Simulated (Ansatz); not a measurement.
Task: a comparison of enthalpies under pressure of two structures of Ta, with Ansatz's Python interface. Give the script and its output. Use (first run): PBE, PAW, cutoff 500 eV, Gaussian smearing of 0.05 eV.

`ta_transition.py`:
```python
"""Pressure at which two phases of Ta cross."""

from dataclasses import dataclass

import ansatz as az
import numpy as np


@dataclass(frozen=True)
class Options:
    cutoff_ev: int = 500
    k_spacing: float = 0.3
    occupations: str = "gaussian"
    width_ev: float = 0.05


cfg = Options()


def hcp(a_site, a):
    return (
        az.Lattice.from_parameters(a, a, 1.633 * a, alpha=90, beta=90, gamma=120)
        .space_group(194)
        .atom(a_site, (1 / 3, 2 / 3, 0.25))
    )


def diamond(first, a):
    return (
        az.Lattice.fcc(a)
        .space_group(227, origin_choice=1)
        .atom(first, (0, 0, 0))
        .primitive()
    )


def solve(name, crystal, pressure=0.0):
    calc = (
        crystal.calculation()
        .basis(cfg.cutoff_ev)
        .kpoints(spacing=cfg.k_spacing)
        .occupations(cfg.occupations, width=cfg.width_ev)
    )
    calc = calc.relax(force_tolerance=0.03, max_steps=40, cell=True, pressure=pressure)
    return calc.run(threads=1, backend="cpu")


def volume_per_atom(outcome):
    return abs(np.linalg.det(outcome.lattice.cell_ang)) / len(outcome.lattice.sites)


def main() -> None:
    phases = {}
    phases["hcp"] = hcp("Ta", 2.94)
    phases["diamond"] = diamond("Ta", 5.72)

    # H = E + PV, with 1 eV per cubic angstrom equal to 160.2 GPa
    pressures = [0, 5, 10, 20]
    enthalpy, volume = {name: [] for name in phases}, {name: [] for name in phases}
    for p in pressures:
        for name, crystal in phases.items():
            o = solve(name, crystal, pressure=p)
            volume[name].append(volume_per_atom(o))
            enthalpy[name].append(o.report["energy_sigma0_ev"] / len(o.lattice.sites) + p * volume[name][-1] / 160.21766)
    gap = np.array(enthalpy["diamond"]) - np.array(enthalpy["hcp"])
    rows = [(p, va, vb, 1000 * d) for p, va, vb, d in zip(pressures, volume["hcp"], volume["diamond"], gap)]
    print("   P (GPa)  V hcp (A^3/atom)  V diamond (A^3/atom)  H(diamond) - H(hcp) (meV/atom)")
    for row in rows:
        print(f"{row[0]:10d}  {row[1]:16.3f}  {row[2]:20.3f}  {row[3]:+30.1f}")
    crossings = [p0 - g0 * (p1 - p0) / (g1 - g0) for p0, p1, g0, g1 in zip(pressures, pressures[1:], gap, gap[1:]) if g0 * g1 < 0]
    print("crossing near", [round(float(p), 1) for p in crossings], "GPa") if crossings else print("no crossing in this range")


if __name__ == "__main__":
    main()
```

```console
$ python ta_transition.py
   P (GPa)  V hcp (A^3/atom)  V diamond (A^3/atom)  H(diamond) - H(hcp) (meV/atom)
         0            18.754                28.514                         +2605.1
         5            18.294                26.692                         +2888.4
        10            17.876                25.298                         +3134.7
        20            17.149                23.283                         +3553.7
no crossing in this range
```

Notes:
- Spin is left out of this run.
- At a fixed pressure a relaxation lowers the enthalpy F + PV, while F alone can rise.
- Spin-orbit coupling, which matters for elements this heavy, is left out.
- No functional is typed, so the default, PBE, holds.
- Only these two structures are compared, at zero temperature and with their symmetry kept; either may be hypothetical, and another phase may be lower than both. Differences under about 40 meV an atom lie within the error of mesh and functional.
- The cells are prototypes set up for this calculation and needn't exist.
- Hardware and time: 51 s on 1 thread of AMD EPYC 7R43 64-Core Processor (Zen 3), on a shared host, peak memory 0.44 GiB.
